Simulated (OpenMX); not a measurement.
NaF (Villiaumite) under changes of volume

One of the cells (12.487 Å³/atom); the others are scaled copies at fixed shape and fractional positions:

```xyz
2
Lattice="0.0000 2.3200 2.3200 2.3200 0.0000 2.3200 2.3200 2.3200 0.0000" Properties=species:S:1:pos:R:3 pbc="T T T"
Na    0.0000    0.0000    0.0000
F     2.3200    2.3200    2.3200
```

```yaml
Program: OpenMX 3.8.5
Functional: PBE
Potentials_or_basis: OpenMX 2013 PBE set, Na9.0-s3p2, F6.0-s2p2, fixed grid of 36 × 36 × 36 points
k_mesh: 11 × 11 × 11
Occupations: fermi-dirac, width 0.05 eV
Spin: no spin polarisation
```

```tsv
volume (Å³/atom)	energy over the lowest point (meV/atom)	gap on the mesh (eV)
11.738	?	?
11.988	17.69	6.64
12.237	10.66	6.52
12.487	5.46	6.40
12.737	2.17	6.29
12.987	0.42	6.18
13.236	0.00	6.07
```

Problem. What does the run at 11.738 Å³/atom give?

Solution. Energy over the lowest point 26.87 meV/atom; gap on the mesh 6.77 eV.

Worked out: A Birch-Murnaghan fit of order 3 (a polynomial in V^(-2/3)) to the other rows has its minimum at 13.19 Å³/atom with B0 = V·E''(V) = 42 GPa and B' = 5.5. It gives 27.08 meV/atom at 11.738 Å³/atom, against the run's 26.87. A straight line through the other rows of the gap, of slope -5.74 eV per unit of ln V (its deformation potential), extrapolates to 6.76 eV, against the run's 6.77.

Energies are extrapolated to zero smearing.

Caveats: an odd mesh through Γ misses points on the zone boundary, where band edges often lie; the basis of atomic orbitals isn't converged, which shifts pressures, moduli and gaps.
